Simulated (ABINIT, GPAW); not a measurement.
This is a calculation of Au for GPAW 26.7.0 (ASE script). This isn't the form of Au at room conditions, which is fcc.

File run.py:

```python
from ase import Atoms
from ase.dft.bandgap import bandgap
from ase.io import write
from ase.units import Bohr, GPa
from gpaw import GPAW, PW, setup_paths
from gpaw.elf import elf_from_dft_calculation

setup_paths.insert(0, '.')

atoms = Atoms(['Au', 'Au'],
              cell=[[1.411309965, -2.555933025, 0.0],
                    [1.411309965, 2.555933025, 0.0],
                    [0.0, 0.0, 4.89316961]],
              scaled_positions=[[0.33467203, 0.66532797, 0.25],
                                [0.66532797, 0.33467203, 0.75]],
              pbc=True)

calc = GPAW(mode=PW(600),
            xc='PBEsol',
            kpts={'size': (11, 11, 6), 'gamma': True},
            occupations={'name': 'fermi-dirac', 'width': 0.05},
            nbands=23,
            convergence={'density': 1e-05, 'energy': 1e-05},
            maxiter=150,
            txt='gpaw.txt')
atoms.calc = calc
energy = atoms.get_potential_energy()
forces = atoms.get_forces()
stress = atoms.get_stress()
calc.write('gs.gpw')
write('result.traj', atoms)
print(f'Energy: {energy:.6f} eV')
print('Forces (eV/A):')
print(forces.round(4))
print('Stress (GPa):', (stress / GPa).round(3))
print('Fermi level:', round(calc.get_fermi_level(), 4), 'eV')
print(f'Gap: {bandgap(calc)[0]:.4f} eV, direct: {bandgap(calc, direct=True)[0]:.4f} eV')

# fields on the real-space grid
write('density.cube', atoms, data=calc.get_pseudo_density() * Bohr**3)
write('potential.cube', atoms, data=calc.get_electrostatic_potential())
write('elf.cube', atoms, data=elf_from_dft_calculation(calc).data)
```

Potentials or basis: PAW data sets generated in the run's folder for this functional, pw.

The run is started by

```console
$ gpaw-setup -f PBEsol Au
$ OMP_NUM_THREADS=1 python run.py
```

What does the same run look like in ABINIT 10.8.3 (patched build)? Potentials or basis there: PseudoDojo NC SR PBEsol v0.4.1 standard, cutoff 1034 eV.

As run (cutoffs and basis follow the program's own potentials, and thresholds, step limits or extra output files can differ):

File run.abi:

```
# Pseudopotentials
pp_dirpath "./"
pseudos "Au.upf"

# Structure
acell 3*1.0 Angstrom
rprim
     1.4113099650    -2.5559330250     0.0000000000
     1.4113099650     2.5559330250     0.0000000000
     0.0000000000     0.0000000000     4.8931696100
ntypat 1
znucl 79
natom 2
typat 1 1
xred
     0.3346720300     0.6653279700     0.2500000000
     0.6653279700     0.3346720300     0.7500000000
chkprim 0
chksymtnons 0
tolsym 1.0e-6

# Plane-wave basis
ecut 38.0

# k points
kptopt 1
ngkpt 11 11 6
nshiftk 1
shiftk 0.0 0.0 0.0

# Exchange and correlation
ixc -116133

# Bands and occupations
nband 23
occopt 3
tsmear 0.00183747

# SCF cycle
nstep 100
tolvrs 1.0e-10

# Output
iomode 3
prtwf 0
prtden 0
prteig 0
prtebands 0
enunit 1
```

Potentials or basis: PseudoDojo NC SR PBEsol v0.4.1 standard.

Run with:

```console
$ abinit run.abi > log 2>&1
```

Both were run:

|  | GPAW | ABINIT |
| --- | --- | --- |
| Pressure | -2.8 GPa | -5.6 GPa |

The potentials hold 22 and 38 valence electrons a cell.

Pressure is positive in compression.
